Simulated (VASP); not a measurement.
GaCo:

```
Ga Co
1.0
     2.89140    0.01640    0.01618
     0.01640    2.81711    0.03456
     0.01618    0.03456    2.92719
Ga Co
1 1
Direct
  0.50000 0.50000 0.50000
  0.00000 0.00000 0.00000
```

The cell isn't the ideal one: cell strained at random at fixed volume.

| Quantity | Value |
| --- | --- |
| Program | VASP 6.6.1 |
| Task | relaxation of cell and atoms |
| Functional | PBE |
| Dispersion | TS |
| Potentials or basis | VASP PAW PBE potentials, release 64 (Ga_d, Co) |
| Cutoff | 600 eV |
| k mesh | 9 × 9 × 9 |
| Occupations | gaussian, width 0.05 eV |
| Spin | collinear spin, ferromagnetic start |
| Starting moments | [0.0, 2.0] μB |
| Hubbard terms | Co d U = 7 eV |

At the start: pressure 16.3 GPa; volume 11.92 Å³/atom.

How do energy, volume and symmetry change on relaxing?

Over 10 steps the energy falls by 79.2 meV/atom and the volume is 13.60 Å³/atom (+14.1 %); space group P4/mmm (No. 123, to 0.05 Å); moment 1.97 μB per cell.

The path:
| step | energy change (eV) | largest force (eV/Å) | pressure (GPa) | volume (Å³) |
| --- | --- | --- | --- | --- |
| 1 | 0.0000 | 0.0000 | 16.26 | 23.84 |
| 2 | -0.1448 | 0.0000 | -3.51 | 28.26 |
| 3 | -0.1573 | 0.0000 | 0.24 | 27.19 |
| 4 | -0.1572 | 0.0000 | -0.05 | 27.27 |
| 5 | -0.1577 | 0.0000 | -0.07 | 27.26 |
| 6 | -0.1579 | 0.0000 | -0.07 | 27.25 |
| 7 | -0.1580 | 0.0000 | -0.04 | 27.24 |
| 8 | -0.1580 | 0.0000 | -0.03 | 27.24 |
| 9 | -0.1582 | 0.0000 | 0.02 | 27.23 |
| 10 | -0.1583 | 0.0000 | -0.03 | 27.21 |

Final structure:
```xyz
2
Lattice="3.0386 0.0006 0.0000 0.0010 2.9283 0.0048 -0.0002 0.0035 3.0577" Properties=species:S:1:pos:R:3 pbc="T T T"
Ga    1.5197    1.4662    1.5312
Co    0.0000    0.0000    0.0000
```

Caveat: atom-pairwise D2, TS and ULG terms overbind metals; pairwise dispersion overbinds metals, which lowers pressure and volume; the U is typed as a test and isn't derived for this compound.
